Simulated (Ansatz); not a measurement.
## CsCl (CsCl type): frozen-phonon scan

Relaxed CsCl (CsCl type):

```xyz
4
Lattice="8.4118 0.0000 0.0000 0.0000 4.2059 0.0000 0.0000 0.0000 4.2059" Properties=species:S:1:pos:R:3 pbc="T T T"
Cs     0.0000     0.0000     0.0000
Cs     4.2059     0.0000     0.0000
Cl     2.1029     2.1029     2.1029
Cl     6.3088     2.1029     2.1029
```

The atoms are displaced by Q × the pattern below (from a DFPT mode at X = (0.5, 0.0, 0.0), largest move 1; Q in Å), at fixed cell. (q is in reciprocal vectors of the primitive cell; the cell shown is doubled to hold the pattern.)

| atom | x | y | z |
|---|---|---|---|
| Cl3 | -1.000 | 0.000 | 0.000 |
| Cl4 | 1.000 | 0.000 | 0.000 |

Atoms not listed stay in place.

The numbers are results of PBE (plane waves to 420 eV, PAW, scalar-relativistic; Ansatz, a first-principles code), not measurements. k mesh 4×8×8 (Γ-centred), Fermi-Dirac smearing 0.05 eV. The energy includes the smearing's −TS. Compression counts positive. CsCl was relaxed with its symmetry unable to fall. The zero of ΔE is the undisplaced structure.

```
Q (Å)   ΔE (meV/cell)  −dE/dQ from forces (eV/Å)  P (GPa)
------  -------------  -------------------------  -------
-0.100           24.1                      0.484     0.05
-0.083           16.8                      0.403     0.03
-0.067           10.7                      0.322     0.02
-0.050            6.0                      0.241     0.01
-0.033            2.7                      0.161     0.01
-0.017            0.7                      0.080     0.00
0.000             0.0                      0.000     0.00
0.017             0.7                     -0.080     0.00
0.033             2.7                     -0.161     0.01
0.050             6.0                     -0.241     0.01
0.067            10.7                     -0.322     0.02
0.083            16.8                     -0.403     0.03
0.100            24.1                     -0.484     0.05
```

Key numbers:

The energy at Q = 0.100 Å is 24.1 meV/cell. Space group of the distorted cell: P4/mmm (No. 123), lowered from Pm-3m. Symmetry of the curve: even: the same for both signs. Shape of the curve: a single well with its minimum at or next to zero displacement. Harmonic wavenumber from the curvature (finite differences): 136 cm⁻¹. Wavenumber by perturbation theory (DFPT, on another k mesh): 136 cm⁻¹.

(A displaced cell: forces are minus the slopes of the energy, force constants its curvatures, and phonons follow from these.)
